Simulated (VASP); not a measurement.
Here is a VASP 6.6.1 calculation.

Contents of POSCAR:

```
ZnS
1.0
    0.0000000000      2.7020000000      2.7020000000
    2.7020000000      0.0000000000      2.7020000000
    2.7020000000      2.7020000000      0.0000000000
Zn S
1 1
Direct
    0.7500000000      0.7500000000      0.7500000000
    0.0000000000      0.0000000000      0.0000000000
```

INCAR.step1

```
SYSTEM = ZnS
PREC = Accurate ; ENCUT = 520
EDIFF = 1E-5 ; ISMEAR = 0
SIGMA = 0.02 ; LREAL = .FALSE.
LASPH = .TRUE. ; NELM = 100
ALGO = Normal ; ISIF = 2
LWAVE = .TRUE. ; LCHARG = .FALSE.
NBANDS = 16 ; GGA = PE
KPAR = 4
```

Contents of INCAR.step2:

```
SYSTEM = ZnS
PREC = Accurate ; ENCUT = 520
EDIFF = 1E-7 ; ISMEAR = 0
SIGMA = 0.02 ; LREAL = .FALSE.
LASPH = .TRUE. ; NELM = 100
ALGO = Normal ; ISIF = 2
LWAVE = .FALSE. ; LCHARG = .FALSE.
GGA = PE ; LHFCALC = .TRUE.
HFSCREEN = 0.3 ; PRECFOCK = Fast
NBANDS = 16 ; ISTART = 1
KPAR = 4
```

The input KPOINTS:

```
Automatic mesh
0
G
  6 6 6
  0 0 0
```

The input KPOINTS_OPT:

```
path GXWKGLUWLK,UX
12
line-mode
reciprocal
 0.0000000000  0.0000000000  0.0000000000  G
 0.5000000000  0.0000000000  0.5000000000  X

 0.5000000000  0.0000000000  0.5000000000  X
 0.5000000000  0.2500000000  0.7500000000  W

 0.5000000000  0.2500000000  0.7500000000  W
 0.3750000000  0.3750000000  0.7500000000  K

 0.3750000000  0.3750000000  0.7500000000  K
 0.0000000000  0.0000000000  0.0000000000  G

 0.0000000000  0.0000000000  0.0000000000  G
 0.5000000000  0.5000000000  0.5000000000  L

 0.5000000000  0.5000000000  0.5000000000  L
 0.6250000000  0.2500000000  0.6250000000  U

 0.6250000000  0.2500000000  0.6250000000  U
 0.5000000000  0.2500000000  0.7500000000  W

 0.5000000000  0.2500000000  0.7500000000  W
 0.5000000000  0.5000000000  0.5000000000  L

 0.5000000000  0.5000000000  0.5000000000  L
 0.3750000000  0.3750000000  0.7500000000  K

 0.6250000000  0.2500000000  0.6250000000  U
 0.5000000000  0.0000000000  0.5000000000  X
```

Potentials or basis: VASP PAW PBE potentials, release 64 (Zn, S).

Command:

```sh
$ cat potpaw_PBE.64/Zn/POTCAR potpaw_PBE.64/S/POTCAR > POTCAR
$ cp INCAR.step1 INCAR
$ mpirun -np 4 vasp_std > vasp.out
$ cp INCAR.step2 INCAR
$ mpirun -np 4 vasp_std > vasp.out
```

(1) What does it give for the pressure?

(2) Predict the band gap along the path.

(3) Estimate the band gap on the k mesh.

Results:

(1) 1.1 GPa.

(2) 3.12 eV, direct.

(3) 3.12 eV, direct.

Caveat: the PAW data sets were made with another functional, which shifts forces and pressure a little.

**What was measured.**

From “Electronic, vibrational, and thermodynamic properties of ZnS (zincblende and rocksalt structure)”, 2009, arxiv:0911.5022, for a bulk crystal of ZnS at 19 K: band gap 3.85 eV (direct).

Measured gap of ZnS: 3.85 eV (direct; 19 K; quoted in “Electronic, vibrational, and thermodynamic properties of ZnS (zincblende and rocksalt structure)”, 2009, arxiv:0911.5022). This calculation gives 3.12 eV (-0.73 eV). The value is that of HSE03, without temperature or zero-point motion.
